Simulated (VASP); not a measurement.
# CO2 (I-42d) in VASP: a series of runs

One crystal, CO2, is run at these levels: LDA; tasks: phonons, dielectric tensor.

Program: VASP 6.6.1. These are calculated values, not measurements. Logs are shortened: lines on timing, memory, paths and dates and some standing lists are left out, and cuts for length are marked.

## 1. Starting point

The structure is tetragonal, space group I-42d (No. 122). The conventional cell has a = 3.874 Å, b = 3.874 Å, c = 5.900 Å, α = 90.00°, β = 90.00°, γ = 90.00°. Around C (site symmetry -4) lie 4 O at 1.38 Å. Around O (site symmetry 2) lie 2 C at 1.38 Å.

## 2. Phonons, LDA, target pressure -1.5 GPa, at which the enthalpy is minimised

Input file POSCAR:

```
CO2
1.0
   -1.9370312370      1.9370312370      2.9501563386
    1.9370312370     -1.9370312370      2.9501563386
    1.9370312370      1.9370312370     -2.9501563386
  C               O
     2     4
Direct
     0.0000000000000000    1.0000000000000000    1.0000000000000000
     0.7500000000000000    0.2500000000000000    0.5000000000000000
     0.3750000000000000    0.2948797226224462    0.4198797226224462
     0.7051202773775538    0.1250000000000000    0.0801202773775538
     0.8750000000000000    0.9551202773775538    0.5801202773775538
     0.0448797226224462    0.6250000000000000    0.9198797226224462
```

Input file INCAR.step1:

```
PREC = Accurate
ENCUT = 600
EDIFF = 1E-8
ISMEAR = 0
SIGMA = 0.03
LREAL = F
LASPH = T
NELM = 80
ALGO = Normal
ISIF = 3
LWAVE = F
LCHARG = F
PSTRESS = -15.0
KPAR = 2
IBRION = 2
NSW = 40
EDIFFG = -0.002
```

Input file INCAR.step2:

```
PREC = Accurate
ENCUT = 600
EDIFF = 1E-8
ISMEAR = 0
SIGMA = 0.03
LREAL = F
LASPH = T
NELM = 80
ALGO = Normal
ISIF = 2
LWAVE = F
LCHARG = F
PSTRESS = -15.0
KPAR = 2
IBRION = 6
NFREE = 2
POTIM = 0.015
NSW = 1
```

Input file KPOINTS:

```
Automatic mesh
0
Gamma
  12 12 12
```

Potentials or basis: VASP PAW LDA potentials, release 64 (C, O).

Started as:

```
$ cat potpaw_LDA.64/C/POTCAR potpaw_LDA.64/O/POTCAR > POTCAR
$ cp INCAR.step1 INCAR
$ mpirun -np 2 vasp_std > vasp.out
$ cp CONTCAR POSCAR
$ cp INCAR.step2 INCAR
$ mpirun -np 2 vasp_std > vasp.out
```

OUTCAR:

```text
PREC = Accurate
   ENCUT = 600
   EDIFF = 1E-8
   ISMEAR = 0
   LREAL = F
   LASPH = T
   NELM = 80
   ISIF = 2
   PSTRESS = -15.0
   IBRION = 6
   NFREE = 2
   POTIM = 0.015
   NSW = 1

 ion  position               nearest neighbor table
   1  0.000  0.000  0.000-   3 1.39   4 1.39   5 1.39   6 1.39
   2  0.750  0.250  0.500-   3 1.39   4 1.39   5 1.39   6 1.39
   3  0.375  0.293  0.418-   1 1.39   2 1.39
   4  0.707  0.125  0.082-   1 1.39   2 1.39
   5  0.875  0.957  0.582-   1 1.39   2 1.39
   6  0.043  0.625  0.918-   1 1.39   2 1.39

  LATTYP: Found a body centered tetragonal cell.
 ALAT       =     3.8900203691
 C/A-ratio  =     1.5193618408

  Lattice vectors:

 A1 = (  -1.9450101846,   1.9450101846,   2.9551742545)
 A2 = (   1.9450101846,  -1.9450101846,   2.9551742545)
 A3 = (   1.9450101846,   1.9450101846,  -2.9551742545)

Analysis of symmetry for initial positions (statically):
=====================================================================
 Subroutine PRICEL returns:
 Original cell was already a primitive cell.

 Routine SETGRP: Setting up the symmetry group for a
 body centered tetragonal supercell.

 Subroutine GETGRP returns: Found  8 space group operations
 (whereof  4 operations were pure point group operations)
 out of a pool of 16 trial point group operations.

The static configuration has the point symmetry S_4 .
 The point group associated with its full space group is D_2d.

Analysis of symmetry for dynamics (positions and initial velocities):
=====================================================================
 Subroutine PRICEL returns:
 Original cell was already a primitive cell.

 Routine SETGRP: Setting up the symmetry group for a
 body centered tetragonal supercell.

 Subroutine GETGRP returns: Found  8 space group operations
 (whereof  4 operations were pure point group operations)
 out of a pool of 16 trial point group operations.

The dynamic configuration has the point symmetry S_4 .
 The point group associated with its full space group is D_2d.

 Subroutine INISYM returns: Found  8 space group operations
 (whereof  4 operations are pure point group operations),
 and found     1 'primitive' translations

----------------------------------------------------------------------------------------

                                     Primitive cell

  volume of cell :      44.7185

  direct lattice vectors                    reciprocal lattice vectors
    -1.945010185  1.945010185  2.955174254     0.000000000  0.257068063  0.169194760
     1.945010185 -1.945010185  2.955174254     0.257068063  0.000000000  0.169194760
     1.945010185  1.945010185 -2.955174254     0.257068063  0.257068063  0.000000000

  length of vectors
     4.037224803  4.037224803  4.037224803     0.307751289  0.307751289  0.363549141

  position of ions in fractional coordinates (direct lattice)
     0.000000000  0.000000000  0.000000000
     0.750000000  0.250000000  0.500000000
     0.375000000  0.293161566  0.418161566
     0.706838434  0.125000000  0.081838434
     0.875000000  0.956838434  0.581838434
     0.043161566  0.625000000  0.918161566

  ion indices of the primitive-cell ions
   primitive index   ion index
                 1           1
                 2           2
                 3           3
                 4           4
                 5           5
                 6           6

----------------------------------------------------------------------------------------

 KPOINTS: Automatic mesh

Automatic generation of k-mesh.
 Grid dimensions read from file:
 generate k-points for:   12   12   12

 Generating k-lattice:

  Cartesian coordinates                     Fractional coordinates (reciprocal lattice)
     0.000000000  0.021422339  0.014099563     0.083333333 -0.000000000  0.000000000
     0.021422339  0.000000000  0.014099563    -0.000000000  0.083333333  0.000000000
     0.021422339  0.021422339  0.000000000     0.000000000  0.000000000  0.083333333

  Length of vectors
     0.025645941  0.025645941  0.030295762

  Shift w.r.t. Gamma in fractional coordinates (k-lattice)
     0.000000000  0.000000000  0.000000000

 Subroutine IBZKPT returns following result:
[... 37 lines left out ...]
   NGX,Y,Z   is equivalent  to a cutoff of  13.18, 13.18, 13.18 a.u.
   NGXF,Y,Z  is equivalent  to a cutoff of  26.35, 26.35, 26.35 a.u.
 SYSTEM =  unknown system
   PREC   = accura    normal or accurate (medium, high low for compatibility)
   ISTART =      0    job   : 0-new  1-cont  2-samecut
   ICHARG =      2    charge: 1-file 2-atom 10-const
   ISPIN  =      1    spin polarized calculation?
   LNONCOLLINEAR =      F non collinear calculations
   LSORBIT =      F    spin-orbit coupling
   LASPH  =      T    aspherical Exc in radial PAW
   ENCUT  =  600.0 eV  44.10 Ry    6.64 a.u.   8.06  8.06  8.06*2*pi/ulx,y,z
   NELM   =     80;   NELMIN=  2; NELMDL=  0     # of ELM steps
   EDIFF  = 0.1E-07   stopping-criterion for ELM
   LREAL  =      F    real-space projection
   EDIFFG = 0.1E-06   stopping-criterion for IOM
   NSW    =    109    number of steps for IOM
   IBRION =      6    ionic relax: 0-MD 1-quasi-New 2-CG
   NFREE  =      2    steps in history (QN), initial steepest desc. (CG)
   ISIF   =      2    stress and relaxation
   ISYM   =      2    0-nonsym 1-usesym 2-fastsym
   POTIM  = 0.0150    time-step for ionic-motion
   TEBEG  =    0.0;   TEEND  =   0.0 temperature during run
   PSTRESS=  -15.0 pullay stress
   NELECT =      32.0000    total number of electrons
   NUPDOWN=      -1.0000    fix difference up-down
   EMIN   =  10.00;   EMAX   =-10.00  energy-range for DOS
   EFERMI =   0.00;   METHOD = LEGACY
   ISMEAR =     0;   SIGMA  =   0.03  broadening in eV -4-tet -1-fermi 0-gaus
   EFERMI_NEDOS =   21; number of points for ismear=-14 and -15
   IALGO  =     38    algorithm
   IMIX   =      4    mixing-type and parameters
     AMIX     =   0.40;   BMIX     =  1.00
     AMIX_MAG =   1.60;   BMIX_MAG =  1.00
  volume/ion in A,a.u.               =       7.45        50.30
  Fermi-wavevector in a.u.,A,eV,Ry     =   1.464297  2.767120 29.173150  2.144166
  Thomas-Fermi vector in A             =   2.580290
   LORBIT       =      0    0 simple, 1 ext, 2 COOP (PROOUT), +10 PAW based schemes
   GGA     = CA    functional components
   LHFCALC =     F    Hartree Fock is set to
   AEXX    =    0.0000 exact exchange contribution
   IVDW    =     0    specifies the selected vdW correction
   LEPSILON=     F    determine dielectric tensor
   LRPA    =     F    only Hartree local field effects (RPA)
 finite differences with symmetry
 non-spin polarized calculation
 Gauss-broadening in eV      SIGMA  =   0.03
  energy-cutoff  :      600.00
  volume of cell :       44.72
 maximum number of plane-waves:      1510
   NGX = 17   NGY = 17   NGZ = 17

--------------------------------------- Ionic step        1  -------------------------------------------

 number of electron      32.0000005 magnetization

 Free energy of the ion-electron system (eV)
  ---------------------------------------------------
  ext. energy  EPLUGINS =         0.00000000
  ---------------------------------------------------
  free energy    TOTEN  =       -49.12970937 eV

  energy without entropy =      -49.12970937  energy(sigma->0) =      -49.12970937

------------------------ aborting loop because EDIFF is reached ----------------------------------------

  FORCE on cell =-STRESS in cart. coord.  units (eV):
  Direction    XX          YY          ZZ          XY          YZ          ZX
  --------------------------------------------------------------------------------------
  -------------------------------------------------------------------------------------
  Total       -0.4271295     -0.4271295     -0.4237019      0.0000000      0.0000000      0.0000000
  in kB      -15.3032364    -15.3032364    -15.1804320      0.0000000      0.0000000      0.0000000
  external PRESSURE =      -0.2623016 kB  Pullay stress =     -15.0000000 kB
[... 109 lines left out ...]
  energy  without entropy=      -49.1256233594  energy(sigma->0) =      -49.12562336

  enthalpy is  TOTEN    =       -49.5442891945 eV   P V=       -0.4186658350

[... ionic steps 4 to 8 ...]

--------------------------------------- Ionic step        9  -------------------------------------------

 number of electron      32.0000004 magnetization

------------------------ aborting loop because EDIFF is reached ----------------------------------------
[... 79 lines left out ...]
--------------------------------------- Ionic step       11  -------------------------------------------

 number of electron      32.0000005 magnetization

 Free energy of the ion-electron system (eV)
  ---------------------------------------------------
  ext. energy  EPLUGINS =         0.00000000
  ---------------------------------------------------
  free energy    TOTEN  =       -49.12696579 eV

  energy without entropy =      -49.12696579  energy(sigma->0) =      -49.12696579

 E-fermi :   2.6361     XC(G=0): -11.9627

 val. band max:        2.5126765911   @ k =  -0.0000  -0.5000   0.0000
 cond. band min:       9.9902810040   @ k =   0.0000   0.0000   0.0000
 fundamental gap:      7.4776044129
 Fermi energy:         2.6361487106

 k-point     1 :       0.0000    0.0000    0.0000
  band No.  band energies     occupation
      1     -21.7736      2.00000
      2     -16.4050      2.00000
      3     -16.3958      2.00000
      4     -15.6846      2.00000
      5     -12.2228      2.00000
      6      -7.5552      2.00000
[... 541 lines left out ...]
     19      12.5848      0.00000
     20      12.9815      0.00000

 [... further k-points ...]
[... 5 lines left out ...]
  --------------------------------------------------------------------------------------
  -------------------------------------------------------------------------------------
  Total       -0.4210246     -0.4167846     -0.4218384      0.0692634      0.0065652      0.2180886
  in kB      -15.0845103    -14.9325998    -15.1136661      2.4815764      0.2352193      7.8137002
  external PRESSURE =      -0.0435921 kB  Pullay stress =     -15.0000000 kB
[... 25 lines left out ...]
  energy  without entropy=      -49.1269657904  energy(sigma->0) =      -49.12696579

  enthalpy is  TOTEN    =       -49.5456316254 eV   P V=       -0.4186658350

 INTERNAL STRAIN TENSORS FROM DISPLACED ATOMS
 ============================================

 INTERNAL STRAIN TENSOR FOR ION    1 for displacements in x,y,z  (eV/Angst):
          X           Y           Z          XY          YZ          ZX
  --------------------------------------------------------------------------------
  x     0.00000     0.00000     0.00000     0.00000     6.37575   -14.03140
  y     0.00000     0.00000     0.00000     0.00000    14.03140     6.37575
  z   -14.70908    14.70908     0.00000     9.22628     0.00000     0.00000

 INTERNAL STRAIN TENSOR FOR ION    6 for displacements in x,y,z  (eV/Angst):
          X           Y           Z          XY          YZ          ZX
  --------------------------------------------------------------------------------
  x     0.00000    -0.00000    -0.00000   -17.18246    -4.40271     0.00000
  y    -9.85593   -26.01065    -9.69702     0.00000     0.00000    -1.97615
  z     0.00000     0.00000    -0.00000    -4.61772   -14.54425     0.00000

 Eigenvectors and eigenvalues of the dynamical matrix
 ----------------------------------------------------

   1 f  =   33.203685 THz   208.624906 2PiTHz 1107.555718 cm-1   137.319346 meV
             X         Y         Z           dx          dy          dz
      0.000000  0.000000  0.000000     0.000000   -0.000000    0.705976
      0.000000  1.945010  1.477587    -0.000000   -0.000000   -0.705976
      0.654152  0.972505  0.738794    -0.028260    0.000000    0.000000
     -0.972505  1.290858  2.216381    -0.000000   -0.028260    0.000000
      1.290858  0.972505  3.693968     0.028260   -0.000000    0.000000
      2.917515  0.654152 -0.738794     0.000000    0.028260   -0.000000
[... 145 lines left out ...]
  18 f/i=    0.005950 THz     0.037383 2PiTHz    0.198462 cm-1     0.024606 meV
             X         Y         Z           dx          dy          dz
      0.000000  0.000000  0.000000    -0.000000   -0.000000    0.369529
      0.000000  1.945010  1.477587    -0.000000   -0.000000    0.369529
      0.654152  0.972505  0.738794    -0.000000   -0.000030    0.426291
     -0.972505  1.290858  2.216381     0.000030   -0.000000    0.426291
      1.290858  0.972505  3.693968    -0.000000    0.000030    0.426291
      2.917515  0.654152 -0.738794    -0.000030   -0.000000    0.426291

 ELASTIC MODULI CONTR FROM IONIC RELAXATION (kBar)
 Direction    XX          YY          ZZ          XY          YZ          ZX
 --------------------------------------------------------------------------------
 XX       -2431.1964  -1301.2134  -1009.1084      0.0000     -0.0000      0.0000
 YY       -1301.2134  -2431.1964  -1009.1084      0.0000      0.0000      0.0000
 ZZ       -1009.1084  -1009.1084   -545.6527      0.0000      0.0000      0.0000
 XY           0.0000      0.0000      0.0000  -1099.0062     -0.0000     -0.0000
 YZ          -0.0000      0.0000      0.0000     -0.0000  -1328.2852      0.0000
 ZX           0.0000      0.0000      0.0000     -0.0000      0.0000  -1328.2851
 --------------------------------------------------------------------------------
```

Wall time 24 min (2 MPI ranks of AMD EPYC 9R45 (Zen 5), shared host); peak memory 1.2 GiB.

What came out:

```yaml
Relaxed_volume: 7.45 Å³/atom
Relaxed_cell: a = 4.037 Å, b = 4.037 Å, c = 4.037 Å, α = 122.40°, β = 122.40°, γ = 85.89°
Space_group_after_relaxing_to_0.05_Å: I-42d (No. 122)
Highest_phonon_frequency_at_Γ_LO-TO_splitting_left_out: 1108 cm⁻¹
```

The path:
```tsv
step	energy change (eV)	largest force (eV/Å)	pressure (GPa)	volume (Å³)
1	0.0000	0.0027	-0.03	44.28
2	0.0039	0.1458	-2.84	44.71
3	0.0011	0.0789	-1.53	44.51
4	0.0014	0.0278	-1.51	44.62
5	0.0019	0.0048	-1.50	44.68
6	0.0019	0.0033	-1.50	44.68
7	0.0019	0.0013	-1.48	44.69
8	0.0020	0.0034	-1.43	44.70
9	0.0020	0.0044	-1.42	44.71
10	0.0024	0.0165	-1.73	44.75
11	0.0021	0.0009	-1.50	44.72
```

Final structure:
```xyz
6
Lattice="-1.9450 1.9450 2.9552 1.9450 -1.9450 2.9552 1.9450 1.9450 -2.9552" Properties=species:S:1:pos:R:3 pbc="T T T"
C     0.0000    0.0000    0.0000
C     0.0000    1.9450    1.4776
O     0.6542    0.9725    0.7388
O    -0.9725    1.2909    2.2164
O     1.2909    0.9725    3.6940
O     2.9175    0.6542   -0.7388
```

Phonon frequencies in cm⁻¹ (negative: imaginary):
```csv
q point,frequencies
"(0.000, 0.000, 0.000)",0 0 0 349 349 540 648 697 786 856 856 921 921 937 1069 1069 1101 1108
```

[end of part 1 of 2]
